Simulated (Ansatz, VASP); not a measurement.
# BaTiO3 in VASP and in Ansatz

Contents of INCAR:

```
  PREC = Accurate
  ENCUT = 520
  EDIFF = 1E-7
  ISMEAR = -1
  SIGMA = 0.05
  LREAL = False
  LASPH = True
  NELM = 60
  ALGO = Normal
  ISIF = 2
  LWAVE = False
  LCHARG = False
  GGA = PE
  NBANDS = 28
```

KPOINTS

```
Automatic mesh
0
Gamma
  8 8 8
```

The input POSCAR:

```
BaTiO3
1.0
    4.0858944633      0.0000000000      0.0000000000
    0.0000000000      4.0858944633      0.0000000000
    0.0000000000      0.0000000000      4.0858944633
Ba Ti O
1 1 3
Direct
    0.5000000000      0.5000000000      0.5000000000
    0.0000000000      0.0000000000      0.0000000000
    0.5000000000      0.0000000000      0.0000000000
    0.0000000000      0.5000000000      0.0000000000
    0.0000000000      0.0000000000      0.5000000000
```

Input for Ansatz:

```yaml
crystal:
  lattice:
    - [4.0858944633, 0.0, 0.0]
    - [0.0, 4.0858944633, 0.0]
    - [0.0, 0.0, 4.0858944633]
  atoms:
    - { symbol: Ba, position: [0.5, 0.5, 0.5] }
    - { symbol: Ti, position: [0.0, 0.0, 0.0] }
    - { symbol: O, position: [0.5, 0.0, 0.0] }
    - { symbol: O, position: [0.0, 0.5, 0.0] }
    - { symbol: O, position: [0.0, 0.0, 0.5] }
kpoints:
  mp_grid: { grid: [8, 8, 8] }
  band_path:
    path:
      - [0.0, 0.0, 0.0]
      - [0.0, 0.5, 0.0]
      - [0.5, 0.5, 0.0]
      - [0.0, 0.0, 0.0]
      - [0.5, 0.5, 0.5]
      - [0.0, 0.5, 0.0]
      - [0.5, 0.5, 0.5]
      - [0.5, 0.5, 0.0]
    npoints: 5
scf:
  occupations: { method: fermi_dirac, width: 0.05 }
hamiltonian:
  xc: pbe
  pseudopotentials: { kind: all_electron, lapw: { basis_error: 0.001 } }
output:
  forces: true
  stress: true
  eigenvalues: true
```

Change from the starting cell: volume scaled by 1.06.

Alike in both runs: task single point; functional PBE; k mesh 8 × 8 × 8; occupations fermi-dirac, width 0.05 eV; no spin polarisation.

|  | VASP | Ansatz |
| --- | --- | --- |
| version | VASP 6.6.1 | Ansatz 0.2.0 |
| potentials or method | VASP PAW PBE potentials, release 64 (Ba_sv, Ti_sv, O) | all-electron LAPW, scalar-relativistic |
| plane-wave cutoff (eV) | 520 | see its input |

VASP gave:

* pressure (GPa): -5.8

What did Ansatz give for the same quantities?

Pressure (GPa): -7.2.

Ansatz ran all-electron here, so the differences hold the error of VASP's frozen core and of both bases.

Caveats: spin-orbit coupling is left out, which moves the levels of the heavy elements. A k mesh can miss the band edges.
